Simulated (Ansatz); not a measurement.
**TaN: what the smearing changes**

One table from this session's results is given with a row withheld; the runs are named, their logs left out.

Program: Ansatz 0.2.0. Level of theory: DFT, PBE, all-electron LAPW, scalar-relativistic. These are calculated values, not measurements.

1 further run of the same task is left out (it didn't finish).

## The system as given

Symmetry: P-6m2, No. 187, hexagonal system. Conventional cell: a = 2.938 Å, b = 2.938 Å, c = 2.883 Å, α = 90.00°, β = 90.00°, γ = 120.00°. Ta (site symmetry -6m2) is surrounded by 6 N at 2.23 Å. Around N (site symmetry -6m2) lie 6 Ta at 2.23 Å.

As a file:

```
Ta N
1.0
     2.93800    0.00000    0.00000
    -1.46900    2.54438    0.00000
     0.00000    0.00000    2.88300
Ta N
1 1
Direct
  0.33333 0.66667 0.50000
  0.00000 0.00000 0.00000
```

The cell comes from a crystallographic database entry that wasn't checked; take it as a given geometry, which may be far from equilibrium.

Atoms are numbered in the order of the input: Ta1, N2.

The first run:

File input.yaml:

```yaml
crystal:
  lattice:
    - [2.9379988584, 0.0, 0.0]
    - [-1.4689994292, 2.5443816477, 0.0]
    - [0.0, 0.0, 2.883]
  atoms:
    - { symbol: Ta, position: [0.3333333333, 0.6666666667, 0.5] }
    - { symbol: "N", position: [0.0, 0.0, 0.0] }
kpoints:
  mp_grid: { grid: [12, 12, 10] }
scf:
  occupations: { method: fermi_dirac, width: 0.01 }
hamiltonian:
  xc: pbe
  pseudopotentials: { kind: all_electron, lapw: { basis_error: 0.0005 } }
output:
  forces: true
  stress: true
  eigenvalues: true
```

Among the steps run: With Fermi–Dirac smearing of 0.01 eV; With Fermi–Dirac smearing of 0.15 eV; With Gaussian smearing of 0.2 eV; With Fermi–Dirac smearing of 0.28 eV; With tetrahedron filling.

One of the session's tables, all rows but one given; the rest of the session is left out.

| smearing | energy from the first row (meV/atom) |
| --- | --- |
| Fermi–Dirac smearing of 0.01 eV | 0.00 |
| Fermi–Dirac smearing of 0.15 eV | 0.59 |
| Gaussian smearing of 0.2 eV | ? |
| Fermi–Dirac smearing of 0.28 eV | 5.25 |
| tetrahedron filling | 0.31 |

Q: Estimate the row for Gaussian smearing of 0.2 eV from the others.

As computed: energy from the first row (meV/atom): -0.01. In the column «energy from the first row (meV/atom)» it is the lowest.

Energies are those extrapolated to zero smearing.

Caveats from the session: Spin-orbit coupling is left out, though the cell holds Ta; in elements this heavy it can shift bands and gaps by tenths of an eV. Warnings in the runs' records: tetrahedron derivatives may miss energy slope, band table not solved further.
